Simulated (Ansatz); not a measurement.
## Phase order of Te (with spin–orbit coupling)

Structure types of Te are relaxed in primitive cells with their symmetry kept at 0 GPa, first on PAW files, then by LAPW. The enthalpy is E + pV at zero temperature, without zero-point motion. Only the types listed were tried, and differences under about 5 meV/atom are mesh noise. Not among the end structures: fcc, hcp, which may lie lower.

Computed with Ansatz 0.2.0; functional PBE, with spin–orbit coupling. Settings: Fermi–Dirac smearing of 0.05 eV, no spin polarisation. Methods: LAPW: all electrons, basis error target 0.5 meV/atom; PAW: frozen-core files, cutoff 420 eV.

k meshes: bcc 15×15×15, hcp 14×14×8, sc 13×13×13, diamond 11×11×11.

Question: Which type is lowest in enthalpy, and by how much?

Answer: sc, 126 meV/atom below distorted hcp. The whole table:

```json
{"start type": "bcc", "ends as": "bcc, Im-3m", "a, b, c (Å)": "3.866, 3.866, 3.866", "V (Å³/atom)": "28.89", "H − H(lowest), LAPW (meV/atom)": "261.0", "same, PAW": "261.1"}
{"start type": "hcp", "ends as": "distorted hcp, P6_3/mmc", "a, b, c (Å)": "4.082, 4.082, 4.402", "V (Å³/atom)": "31.76", "H − H(lowest), LAPW (meV/atom)": "125.7", "same, PAW": "125.9"}
{"start type": "sc", "ends as": "sc, Pm-3m", "a, b, c (Å)": "3.208, 3.208, 3.208", "V (Å³/atom)": "33.01", "H − H(lowest), LAPW (meV/atom)": "0.0", "same, PAW": "0.0"}
{"start type": "diamond", "ends as": "diamond, Fd-3m", "a, b, c (Å)": "7.217, 7.217, 7.217", "V (Å³/atom)": "46.98", "H − H(lowest), LAPW (meV/atom)": "347.3", "same, PAW": "347.3"}
```
